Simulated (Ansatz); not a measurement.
## Convergence of Al2Ru with the plane-wave cutoff

These are results of DFT r2SCAN, scalar-relativistic, plane waves, PAW in Ansatz, not measurements.

```yaml
crystal:
  lattice:
    - [-1.58076, 1.59698, 4.25582]
    - [1.54638, -1.54672, 4.22454]
    - [1.56145, 1.52740, -4.23725]
  atoms:
    - { symbol: Al, position: [0.63676, 0.68697, 0.01611] }
    - { symbol: Al, position: [0.31209, 0.36472, 0.02644] }
    - { symbol: Ru, position: [0.00039, 0.99381, 0.02013] }
```

The Γ-centred k-mesh is 10×10×12 and the occupation rule is Gaussian smearing, 0.1 eV. The spin treatment is unpolarised and the valence charge of the PAW sets is Al 3, Ru 16.

The atoms stay fixed while the plane-wave cutoff is varied. ΔE is the energy extrapolated to zero smearing, less that of the reference run (600 eV). The cell was strained and its atoms displaced at random, so that forces don't vanish. Pressure is positive in compression and holds a correction for the finite cutoff (Pulay stress).

Times are rough; the reference took 28 s on 1 thread of AMD EPYC 9R45 96-Core Processor (Zen 5), on a shared host, peak memory 0.99 GiB.

Problem. Tried: 200, 250, 300, 350, 500, 600 eV. From which plane-wave cutoff on does the energy per atom stay within 100, 10 and 1 meV of the reference?

Solution. 300 for 100 meV, 500 for 10 meV, 500 for 1 meV. The reference itself isn't shown to be converged. At 500 eV, where the energy is within 10 meV, force components already agree to within 0.001 eV/Å, where the largest force is 1.087 eV/Å.

```csv
cutoff (eV),ΔE (meV/atom),P (GPa),largest change of a force component (eV/Å),gap on mesh (eV),plane waves at Γ,wall time (s)
200,3231,-2.81,0.513,0.009,271,8.1
250,591,0.15,0.095,0.077,367,9.4
300,85.8,0.66,0.020,0.134,483,11
350,11.2,0.05,0.005,0.135,611,14
500,0.71,0.04,0.000,0.136,1053,24
600,0.00,0.05,0.000,0.136,1359,28
```